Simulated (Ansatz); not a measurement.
Cu in Ansatz: the effect of functional

The system is Cu.

```
CELL_PARAMETERS angstrom
2.53410 0.00000 0.00000
-1.26705 2.19459 0.00000
0.00000 0.00000 4.11257
ATOMIC_POSITIONS crystal
Cu 0.66667 0.33333 0.75000
Cu 0.33333 0.66667 0.25000
```

This isn't the form of Cu at room conditions, which is fcc.

Alike in all runs:

| Quantity | Value |
| --- | --- |
| Program | Ansatz 0.2.0 |
| Task | equation of state |
| Potentials or basis | Ansatz PAW |
| k mesh | 12 × 12 × 7 |
| Occupations | fermi-dirac, width 0.05 eV |
| Spin | no spin polarisation |

Question: One run gave: V0 of scaled cells 11.46 Å³/atom; B0 161 GPa. Which functional did it use?
A. LDA
B. PBEsol
C. r2SCAN

Answer: C.

| functional | cutoff | V0 of scaled cells (Å³/atom) | B0 (GPa) |
| --- | --- | --- | --- |
| LDA | 420 eV | 10.91 | 187 |
| PBEsol | 420 eV | 11.34 | 166 |
| r2SCAN | 500 eV | 11.46 | 161 |

Caveats: the cell was scaled at fixed shape and fractional positions, which overstates the stiffness of a crystal with free parameters, most of all of layers and chains; the PAW data sets come from PBE, with cores solved anew for the run's functional, which leaves a small shift of forces and pressure.

Not every run made on this cell is shown here.
